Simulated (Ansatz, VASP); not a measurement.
**KF (Carobbiite): VASP beside Ansatz**

```
K F
1.0
     0.00000    2.68954    2.68954
     2.68954    0.00000    2.68954
     2.68954    2.68954    0.00000
K F
1 1
Direct
  0.00000 0.00000 0.00000
  0.50000 0.50000 0.50000
```

Alike in both runs: task single point; functional PBEsol; k mesh 9 × 9 × 9; occupations fermi-dirac, width 0.05 eV; no spin polarisation.

```csv
,VASP,Ansatz
version,VASP 6.6.1,Ansatz 0.2.0
potentials or method,"VASP PAW PBE potentials, release 64 (K_sv, F)",Ansatz PAW
plane-wave cutoff (eV),520,420
valence electrons in the cell,16,16
```

VASP gave:

```
gap on the k mesh at the Fermi level (eV) : 5.93
least direct gap on the mesh (eV)         : 5.93
pressure (GPa)                            : -1.2
```

**Question.** What did Ansatz give for the same quantities?

**Answer.** gap on the k mesh at the Fermi level (eV): 5.95; least direct gap on the mesh (eV): 5.95; pressure (GPa): -1.2.

Caveats: the PAW data sets were made with another functional, which shifts forces and pressure a little (VASP); an odd mesh through Γ misses points on the zone boundary, where band edges often lie (VASP); odd divisions of the mesh miss points on the zone boundary, where band edges often lie, so the gap on the mesh can be too wide (Ansatz); the pressure holds a Pulay correction of +0.3 GPa for the finite cutoff (Ansatz); the PAW data sets come from PBE, with cores solved anew for the run's functional, which leaves a small shift of forces and pressure (Ansatz).
